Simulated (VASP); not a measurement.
# Te (P3_121) in VASP: a series of runs

Aim: see how the results for Te move with the level of theory and the settings. Levels: HSE06, LDA. Tasks: single point.

Program: VASP 6.6.1. These are calculated values, not measurements. Logs are shortened: lines on timing, memory, paths and dates and some standing lists are left out, and cuts for length are marked.

**1. Starting point**

It takes space group P3_121 (No. 152, trigonal). The conventional cell has a = 4.457 Å, b = 4.457 Å, c = 5.929 Å, α = 90.00°, β = 90.00°, γ = 120.00°. Te (site symmetry 2) is surrounded by 2 Te at 2.84 Å.

**2. Single point, HSE06, non-collinear spin, zero start, spin-orbit coupling**

The input, POSCAR:

```
Te
1.0
    4.4572000000      0.0000000000      0.0000000000
   -2.2286000000      3.8600484297      0.0000000000
    0.0000000000      0.0000000000      5.9290000000
Te
3
Direct
    0.2633000000      0.0000000000      0.3333333333
    0.0000000000      0.2633000000      0.6666666667
    0.7367000000      0.7367000000      0.0000000000
```

The input, INCAR.step1:

```
ALGO = Normal
EDIFF = 1E-5
ENCUT = 300
GGA = PE
GGA_COMPAT = False
ISIF = 2
ISMEAR = 0
LASPH = True
LCHARG = False
LORBIT = 11
LREAL = False
LSORBIT = True
LWAVE = True
MAGMOM = 0 0 0 0 0 0 0 0 0
NELM = 60
PREC = Accurate
SIGMA = 0.01
```

The input, INCAR.step2:

```
ALGO = Normal
EDIFF = 1E-6
ENCUT = 300
GGA = PE
GGA_COMPAT = False
HFSCREEN = 0.2
ISIF = 2
ISMEAR = 0
ISTART = 1
LASPH = True
LCHARG = False
LHFCALC = True
LORBIT = 11
LREAL = False
LSORBIT = True
LWAVE = False
MAGMOM = 0 0 0 0 0 0 0 0 0
NELM = 60
PREC = Accurate
PRECFOCK = Fast
SIGMA = 0.01
```

The input, KPOINTS:

```
k-points
0
Gamma
  6 6 4
```

Potentials or basis: VASP PAW PBE potentials, release 64 (Te).

Started as:

```sh
cat potpaw_PBE.64/Te/POTCAR > POTCAR
cp INCAR.step1 INCAR
mpirun -np 1 vasp_ncl > vasp.out
cp INCAR.step2 INCAR
mpirun -np 1 vasp_ncl > vasp.out
```

OUTCAR:

```text
EDIFF = 1E-6
   ENCUT = 300
   GGA = PE
   HFSCREEN = 0.2
   ISIF = 2
   ISMEAR = 0
   ISTART = 1
   LASPH = True
   LHFCALC = True
   LORBIT = 11
   LREAL = False
   LSORBIT = True
   NELM = 60
   PREC = Accurate
   PRECFOCK = Fast

 ion  position               nearest neighbor table
   1  0.263  0.000  0.333-   3 2.84   2 2.84   3 3.49   3 3.49   2 3.49   2 3.49
   2  0.000  0.263  0.667-   3 2.84   1 2.84   3 3.49   3 3.49   1 3.49   1 3.49
   3  0.737  0.737  0.000-   2 2.84   1 2.84   1 3.49   2 3.49   2 3.49   1 3.49

  LATTYP: Found a hexagonal cell.
 ALAT       =     4.4572000000
 C/A-ratio  =     1.3302073050

  Lattice vectors:

 A1 = (   4.4572000000,   0.0000000000,   0.0000000000)
 A2 = (  -2.2286000000,   3.8600484297,   0.0000000000)
 A3 = (   0.0000000000,   0.0000000000,   5.9290000000)

Analysis of symmetry for initial positions (statically):
=====================================================================
 Subroutine PRICEL returns:
 Original cell was already a primitive cell.

 Routine SETGRP: Setting up the symmetry group for a
 hexagonal supercell.

 Subroutine GETGRP returns: Found  6 space group operations
 (whereof  2 operations were pure point group operations)
 out of a pool of 24 trial point group operations.

The static configuration has the point symmetry C_2 .
 The point group associated with its full space group is D_3 .

Analysis of symmetry for dynamics (positions and initial velocities):
=====================================================================
 Subroutine PRICEL returns:
 Original cell was already a primitive cell.

 Routine SETGRP: Setting up the symmetry group for a
 hexagonal supercell.

 Subroutine GETGRP returns: Found  6 space group operations
 (whereof  2 operations were pure point group operations)
 out of a pool of 24 trial point group operations.

The dynamic configuration has the point symmetry C_2 .
 The point group associated with its full space group is D_3 .

Analysis of structural, dynamic, and magnetic symmetry:
=====================================================================
 Subroutine PRICEL returns:
 Original cell was already a primitive cell.

 Routine SETGRP: Setting up the symmetry group for a
 hexagonal supercell.

 Subroutine GETGRP returns: Found  6 space group operations
 (whereof  2 operations were pure point group operations)
 out of a pool of 24 trial point group operations.

The overall configuration has the point symmetry C_2 .
 The point group associated with its full space group is D_3 .

 Subroutine INISYM returns: Found  6 space group operations
 (whereof  2 operations are pure point group operations),
 and found     1 'primitive' translations

----------------------------------------------------------------------------------------

                                     Primitive cell

  volume of cell :     102.0085

  direct lattice vectors                    reciprocal lattice vectors
     4.457200000  0.000000000  0.000000000     0.224356098  0.129532054  0.000000000
    -2.228600000  3.860048430  0.000000000     0.000000000  0.259064107  0.000000000
     0.000000000  0.000000000  5.929000000     0.000000000  0.000000000  0.168662506

  length of vectors
     4.457200000  4.457200000  5.929000000     0.259064107  0.259064107  0.168662506

  position of ions in fractional coordinates (direct lattice)
     0.263300000  0.000000000  0.333333333
     0.000000000  0.263300000  0.666666667
     0.736700000  0.736700000  0.000000000

  ion indices of the primitive-cell ions
   primitive index   ion index
                 1           1
                 2           2
                 3           3
[... 89 lines left out ...]
   IALGO  =     38    algorithm
   IMIX   =      1    mixing-type and parameters
     AMIX     =   0.40;   BMIX     =  1.00
     AMIX_MAG =   1.60;   BMIX_MAG =  1.00
  volume/ion in A,a.u.               =      34.00       229.46
  Fermi-wavevector in a.u.,A,eV,Ry     =   0.918234  1.735211 11.471812  0.843154
  Thomas-Fermi vector in A             =   2.043293
   LORBIT       =     11    0 simple, 1 ext, 2 COOP (PROOUT), +10 PAW based schemes
   GGA     = PE    functional components
   LHFCALC =     T    Hartree Fock is set to
   PRECFOCK=fast      Normal, Fast or Accurate (Low or Medium for compatibility)
   ENCUT4O =  -1.0   cutoff for four orbital integrals eV
   NKREDX  =     1    reduce k-point grid by
   NKREDY  =     1    reduce k-point grid by
   NKREDZ  =     1    reduce k-point grid by
   AEXX    =    0.2500 exact exchange contribution
   HFSCREEN=    0.2000 screening length (either q_TF or 0.3 A-1)
   HFSCREENC=   0.2000 screening length for correlation (either q_TF or 0.3 A-1)
   ENCUTFOCK=  -1.0 apply spherical cutoff to Coloumb kernel
   IVDW    =     0    specifies the selected vdW correction
   LEPSILON=     F    determine dielectric tensor
   LRPA    =     F    only Hartree local field effects (RPA)
 Gauss-broadening in eV      SIGMA  =   0.01
  energy-cutoff  :      300.00
  volume of cell :      102.01
 maximum number of plane-waves:      2458
 NGX is ok and might be reduce to    28
  NGX = 14; NGY = 14; NGZ = 18

 number of electron      17.9999997 magnetization      -0.0000000     -0.0000000     -0.0000000

 number of electron      17.9999997 magnetization      -0.0000000     -0.0000000      0.0000000

 Free energy of the ion-electron system (eV)
  ---------------------------------------------------
  ext. energy  EPLUGINS =         0.00000000
  ---------------------------------------------------
  free energy    TOTEN  =       -12.23866826 eV

  energy without entropy =      -12.23866826  energy(sigma->0) =      -12.23866826

 E-fermi :   5.8713     XC(G=0):  -7.5573

 val. band max:        5.7707435757   @ k =  -0.3333  -0.3333   0.5000
 cond. band min:       6.1279994506   @ k =   0.3333   0.3333   0.5000
 fundamental gap:      0.3572558749
 Fermi energy:         5.8712834685

 k-point     1 :       0.0000    0.0000    0.0000
  band No.  band energies     occupation
      1      -9.4202      1.00000
      2      -9.4202      1.00000
      3      -5.7217      1.00000
      4      -5.7217      1.00000
      5      -5.7203      1.00000
      6      -5.7203      1.00000
[... 685 lines left out ...]
     25      11.5393      0.00000
     26      11.5917      0.00000

 [... further k-points ...]

------------------------ aborting loop because EDIFF is reached ----------------------------------------

  FORCE on cell =-STRESS in cart. coord.  units (eV):
  Direction    XX          YY          ZZ          XY          YZ          ZX
  --------------------------------------------------------------------------------------
  -------------------------------------------------------------------------------------
  Total        0.1991426      0.1991426     -0.2366741      0.0000000      0.0000000      0.0000000
  in kB        3.1277955      3.1277955     -3.7172776      0.0000000      0.0000000      0.0000000
  external PRESSURE =       0.8461045 kB  Pullay stress =       0.0000000 kB

 VOLUME and BASIS-vectors are now :
 -----------------------------------------------------------------------------
  energy-cutoff  :      300.00
  volume of cell :      102.01
      direct lattice vectors                 reciprocal lattice vectors
     4.457200000  0.000000000  0.000000000     0.224356098  0.129532054  0.000000000
    -2.228600000  3.860048430  0.000000000     0.000000000  0.259064107  0.000000000
     0.000000000  0.000000000  5.929000000     0.000000000  0.000000000  0.168662506

 POSITION                                       TOTAL-FORCE (eV/Angst)
 -----------------------------------------------------------------------------------
      1.17358      0.00000      1.97633        -0.122210      0.000000     -0.000000
     -0.58679      1.01635      3.95267         0.061105     -0.105837     -0.000000
      1.64181      2.84370      0.00000         0.061105      0.105837      0.000000
 -----------------------------------------------------------------------------------
    total drift:                               -0.000002     -0.000000     -0.000000

  FREE ENERGIE OF THE ION-ELECTRON SYSTEM (eV)
  ---------------------------------------------------
  free  energy   TOTEN  =       -12.2386682611 eV

  energy  without entropy=      -12.2386682611  energy(sigma->0) =      -12.23866826

 Spin-Orbit-Coupling matrix elements

 Ion:    1  E_soc:     -0.2182626
 l=   1
     0.0000000    -0.0381974    -0.0369928
    -0.0381974     0.0000000    -0.0336334
    -0.0369928    -0.0336334     0.0000000
 l=   2
     0.0000000    -0.0000243     0.0000000    -0.0000159    -0.0000371
    -0.0000243     0.0000000    -0.0000365    -0.0000514    -0.0000207
     0.0000000    -0.0000365     0.0000000    -0.0001118     0.0000000
    -0.0000159    -0.0000514    -0.0001118     0.0000000    -0.0000101
    -0.0000371    -0.0000207     0.0000000    -0.0000101     0.0000000
 l=   3
     0.0000000     0.0000000     0.0000000     0.0000000     0.0000000     0.0000000     0.0000000
     0.0000000     0.0000000     0.0000000     0.0000000     0.0000000     0.0000000     0.0000000
     0.0000000     0.0000000     0.0000000     0.0000000     0.0000000     0.0000000     0.0000000
     0.0000000     0.0000000     0.0000000     0.0000000     0.0000000     0.0000000     0.0000000
[... 29 lines left out ...]
 l=   2
     0.0000000    -0.0000145     0.0000000    -0.0000187    -0.0000371
    -0.0000145     0.0000000    -0.0000929    -0.0000514    -0.0000163
     0.0000000    -0.0000929     0.0000000    -0.0000553     0.0000000
    -0.0000187    -0.0000514    -0.0000553     0.0000000    -0.0000215
    -0.0000371    -0.0000163     0.0000000    -0.0000215     0.0000000
 l=   3
     0.0000000     0.0000000     0.0000000     0.0000000     0.0000000     0.0000000     0.0000000
     0.0000000     0.0000000     0.0000000     0.0000000     0.0000000     0.0000000     0.0000000
     0.0000000     0.0000000     0.0000000     0.0000000     0.0000000     0.0000000     0.0000000
     0.0000000     0.0000000     0.0000000     0.0000000     0.0000000     0.0000000     0.0000000
     0.0000000     0.0000000     0.0000000     0.0000000     0.0000000     0.0000000     0.0000000
     0.0000000     0.0000000     0.0000000     0.0000000     0.0000000     0.0000000     0.0000000
     0.0000000     0.0000000     0.0000000     0.0000000     0.0000000     0.0000000     0.0000000

 total charge

# of ion       s       p       d       tot
------------------------------------------
    1        1.392   1.936   0.044   3.372
    2        1.392   1.936   0.044   3.372
    3        1.392   1.936   0.044   3.372
--------------------------------------------------
tot          4.177   5.807   0.133  10.117

 magnetization (x)

# of ion       s       p       d       tot
------------------------------------------
    1       -0.000   0.000  -0.000   0.000
    2        0.000  -0.000   0.000  -0.000
    3        0.000  -0.000   0.000  -0.000
--------------------------------------------------
tot         -0.000  -0.000   0.000  -0.000

 magnetization (y)

# of ion       s       p       d       tot
------------------------------------------
    1       -0.000   0.000   0.000  -0.000
    2       -0.000   0.000  -0.000   0.000
    3        0.000  -0.000   0.000  -0.000
--------------------------------------------------
tot         -0.000   0.000  -0.000   0.000

 magnetization (z)

# of ion       s       p       d       tot
------------------------------------------
    1        0.000   0.000   0.000   0.000
    2        0.000   0.000   0.000   0.000
    3        0.000   0.000   0.000   0.000
--------------------------------------------------
tot          0.000   0.000   0.000   0.000
```

Run time: 1.5 h. Hardware: 1 thread of Intel Xeon Platinum 8488C (Sapphire Rapids), shared host; peak memory 0.42 GiB.

Results:

| Property | Result |
| --- | --- |
| Free energy | -12.2387 eV |
| Pressure | 0.1 GPa |
| Largest force | 0.122 eV/Å |
| Net moment | 0.00 μB per cell |
| Valence electrons inside the program's atomic spheres | Te 3.37 |

Forces in eV/Å, atoms in the order of the input:
```
Te  -0.122  0.000  0.000
Te   0.061 -0.106  0.000
Te   0.061  0.106  0.000
```

Moments on the atoms (μB; x, y, z):
```
Te  0.00 0.00 0.00
Te  0.00 0.00 0.00
Te  0.00 0.00 0.00
```

Caveat: the PAW data sets were made with another functional, which shifts forces and pressure a little.

**3. Single point, LDA**

The input, INCAR:

```
  ALGO = Normal
  EDIFF = 1E-7
  ENCUT = 300
  ISIF = 2
  ISMEAR = 0
  LASPH = T
  LCHARG = F
  LREAL = F
  LWAVE = F
  NELM = 100
  PREC = Accurate
  SIGMA = 0.01
```

The input, KPOINTS:

```
k-points
0
Gamma
  9 9 6
```

POSCAR is that of step 2.

Potentials or basis: VASP PAW LDA potentials, release 64 (Te).

Started as:

```sh
cat potpaw_LDA.64/Te/POTCAR > POTCAR
mpirun -np 1 vasp_std > vasp.out
```

It took 12 s on 1 thread of Intel Xeon 6975P-C (Granite Rapids), shared host; peak memory 0.16 GiB.

It converged, with:

```yaml
Free_energy: -11.3340 eV
Pressure: -1.3 GPa
Largest_force: 0.234 eV/Å
Band_gap_on_the_k_mesh: 0.10 eV, direct
```

Forces on the atoms (eV/Å):
```
Te   0.234  0.000  0.000
Te  -0.117  0.202  0.000
Te  -0.117 -0.202  0.000
```

Stress tensor (GPa, compression positive):
```
-1.37  0.00  0.00
 0.00 -1.37  0.00
 0.00  0.00 -1.17
```

Levels at points of the mesh, in eV from the valence-band top:
```tsv
k point	band 6	band 7	band 8	band 9	band 10	band 11	band 12	band 13
(0.00, 0.00, 0.00)	-2.80	-1.64	-1.64	-0.73	1.00	1.00	1.63	4.87
(0.00, 0.00, 0.50)	-2.65	-1.32	-1.05	-1.05	0.52	0.54	0.54	3.98
```

Caveat: spin-orbit coupling is left out, which moves the levels of the heavy elements; an odd mesh through Γ misses points on the zone boundary, where band edges often lie.
